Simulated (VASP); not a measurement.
MgS: single point with HSE06

The system is MgS.

```xyz
2
Lattice="0.0000 2.7175 2.6015 2.7175 0.0000 2.6015 2.7175 2.7175 0.0000" Properties=species:S:1:pos:R:3 pbc="T T T"
Mg    0.0000    0.0000    0.0000
S     2.7175    2.7175    2.6015
```

The cell was built by a generator and needn't be a form met in nature.

The cell isn't the ideal one: biaxial_xy strain +4.5%.

- Program: VASP 6.6.1
- Task: single point
- Functional: HSE06
- Potentials or basis: VASP PAW PBE potentials, release 64 (Mg, S)
- Cutoff: 520 eV
- k mesh: 6 × 6 × 6
- Occupations: gaussian, width 0.01 eV
- Spin: no spin polarisation
- Dipole correction: no
- Exchange at q = 0: truncated
- Grid for exact exchange (PRECFOCK): Normal
- Screening parameter: 0.2079 1/A
- Further INCAR settings: ALGO = Normal; EDIFF = 1e-07; NBANDS = 11

```
Pressure               : -6.2 GPa
Band gap on the k mesh : 3.35 eV, indirect (least direct gap 4.02 eV)
```

Stress tensor (GPa, compression positive):
```
-7.06  0.00  0.00
 0.00 -7.06  0.00
 0.00  0.00 -4.33
```

Levels at points of the mesh, in eV from the valence-band top:
```tsv
k point	band 1	band 2	band 3	band 4	band 5	band 6	band 7	band 8
(0.00, 0.00, 0.00)	-13.54	-0.23	0.00	0.00	4.02	8.92	8.92	9.36
(0.50, 0.00, 0.00)	-12.33	-4.86	-0.67	-0.57	5.31	7.62	8.12	10.55
(0.50, 0.50, 0.00)	-11.90	-4.17	-1.84	-1.84	3.35	5.40	12.87	13.74
(0.50, 0.00, 0.50)	-12.04	-4.20	-1.85	-1.45	3.55	5.56	12.40	13.45
```

It took 11 min on 1 thread of Intel(R) Xeon(R) 6975P-C (Granite Rapids), with other jobs on the host, peak memory 0.28 GiB.

Caveat: the PAW data sets were made with another functional, which shifts forces and pressure a little. A k mesh can miss the band edges.
